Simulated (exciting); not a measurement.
**Cu: single point with PBE**

Crystal: Cu.

```
CELL_PARAMETERS angstrom
0.00000 1.80750 1.80750
1.80750 0.00000 1.80750
1.80750 1.80750 0.00000
ATOMIC_POSITIONS crystal
Cu 0.00000 0.00000 0.00000
```

| Property | Result |
| --- | --- |
| Program | exciting (release sodium) |
| Task | single point |
| Functional | PBE |
| Potentials or basis | all-electron LAPW+lo, shipped species files, valence relativity iora* |
| rgkmax | 9 |
| k mesh | 13 × 13 × 13 |
| Occupations | gaussian, width 0.016 eV |
| Spin | no spin polarisation |

| Property | Result |
| --- | --- |
| Band gap on the k mesh | none (metal or under the smearing width) |
| All electrons inside the program's atomic spheres | Cu 27.36 (radii Cu 2.0 bohr) |

Levels at points of the mesh, in eV from the Fermi level:
```tsv
k point	band 6	band 7	band 8	band 9	band 10	band 11	band 12	band 13
(0.00, 0.00, 0.00)	-3.21	-3.21	-2.38	-2.38	22.42	25.01	25.01	25.01
```

It took 23 s on 1 thread of Arm Neoverse V2 (shared host), peak memory 0.09 GiB.
